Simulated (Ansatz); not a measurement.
The system is Cr.

```
Cr
1.0
    -1.48445    1.48445    1.48445
     1.48445   -1.48445    1.48445
     1.48445    1.48445   -1.48445
Cr
1
Direct
  0.00000 0.00000 0.00000
```

Base run:

```yaml
Program: Ansatz 0.2.0
Functional: PBEsol
Potentials_or_basis: Ansatz PAW
Cutoff: "420 eV (not typed: the program's choice for these potentials)"
k_mesh: 10 × 10 × 10
Occupations: fermi-dirac, width 0.05 eV
Spin: collinear spin, ferromagnetic start
Starting_moments: "[0.8] μB"
Fixed_moment: 0.8 μB
```

Its results: pressure -26.6 GPa; site moments Cr +0.72 μB.

Problem. After a change of settings the same cell gave: pressure -2.9 GPa; site moments Cr +1.95 μB. Which change was it?
A. fixed moment from 0.8 μB to 4.5 μB; moments at the start from [0.8] to [4.5]
B. fixed moment from 0.8 μB to 3.8 μB; moments at the start from [0.8] to [3.8]
C. fixed moment from 0.8 μB to 6 μB; moments at the start from [0.8] to [6.0]
D. fixed moment from 0.8 μB to 2.2 μB; moments at the start from [0.8] to [2.2]

Solution. D.

Caveats: the total moment is fixed, so each spin has its own Fermi level; the PAW data sets come from PBE, with cores solved anew for the run's functional, which leaves a small shift of forces and pressure; the thresholds are loose for stress.
